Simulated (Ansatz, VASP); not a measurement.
BaZrO3 in VASP and in Ansatz

```xyz
5
Lattice="4.1815 0.0000 0.0000 0.0000 4.1815 0.0000 0.0000 0.0000 4.1815" Properties=species:S:1:pos:R:3 pbc="T T T"
Ba    2.0907    2.0907    2.0907
Zr    0.0000    0.0000    0.0000
O     2.0907    0.0000    0.0000
O     0.0000    2.0907    0.0000
O     0.0000    0.0000    2.0907
```

Alike in both runs: task relaxation of cell and atoms; functional PBE; k mesh 4 × 4 × 4; occupations gaussian, width 0.1 eV; no spin polarisation.

```csv
,VASP,Ansatz
version,VASP 6.6.1,Ansatz 0.2.0
potentials or method,"VASP PAW PBE potentials, release 64 (Ba_sv, Zr_sv, O)","scalar-relativistic, plane waves, PAW"
plane-wave cutoff (eV),600,420
valence electrons in the cell,40,40
```

VASP gave:

| Item | Value |
| --- | --- |
| gap on the k mesh at the Fermi level, each at its own relaxed structure (eV) | 3.11 |
| relaxed volume (Å³/atom) | 15.20 |
| relaxed cell length with the largest relative difference (Å) | 4.236 |
| energy change over the relaxation (meV/atom) | -11 |

Q: Which values does Ansatz return?

A: gap on the k mesh at the Fermi level, each at its own relaxed structure (eV): 3.17; relaxed volume (Å³/atom): 15.10; relaxed cell length with the largest relative difference (Å): 4.227; energy change over the relaxation (meV/atom): -8.

Caveats: spin-orbit coupling is left out, which moves the levels of the heavy elements. PBE usually gives volumes a little too large and moduli too small. Zero-point motion and thermal expansion aren't in these numbers.
